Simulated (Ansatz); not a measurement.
Wanted: the native input for an Ansatz 0.2.0 run.

| Item | Value |
| --- | --- |
| Task | single point |
| Functional | PBE |
| Potentials or basis | Ansatz PAW |
| Cutoff | 420 eV (not typed: the program's choice for these potentials) |
| k mesh | 11 × 11 × 11 |
| Occupations | gaussian, width 0.028 eV |
| Spin | no spin polarisation |

The system is In.

```xyz
1
Lattice="-1.6255 1.6255 2.4737 1.6255 -1.6255 2.4737 1.6255 1.6255 -2.4737" Properties=species:S:1:pos:R:3 pbc="T T T"
In    0.0000    0.0000    0.0000
```

The input as run:

input.yaml

```yaml
crystal:
  lattice:
    - [-1.62547, 1.62547, 2.4737]
    - [1.62547, -1.62547, 2.4737]
    - [1.62547, 1.62547, -2.4737]
  atoms:
    - { symbol: In, position: [0.0, 0.0, 0.0] }
hamiltonian:
  xc: pbe
  pseudopotentials: { kind: paw }
kpoints:
  mp_grid: { grid: [11, 11, 11] }
scf:
  occupations: { method: gaussian, width: 0.028 }
output:
  forces: true
  stress: true
  eigenvalues: true
```

Potentials or basis: Ansatz PAW.

Launch:

```sh
$ ansatz run input.yaml --threads 2 --pin off --max-ram 5632MiB --backend cpu --events-out ev --progress --plain --runs-dir out
```

Results of the run:

```
Pressure               : 2.0 GPa
Band gap on the k mesh : none (metal or under the smearing width)
```

Run time: 1.8 s on 2 threads of Arm Neoverse N1, on a shared host, peak memory 0.31 GiB.
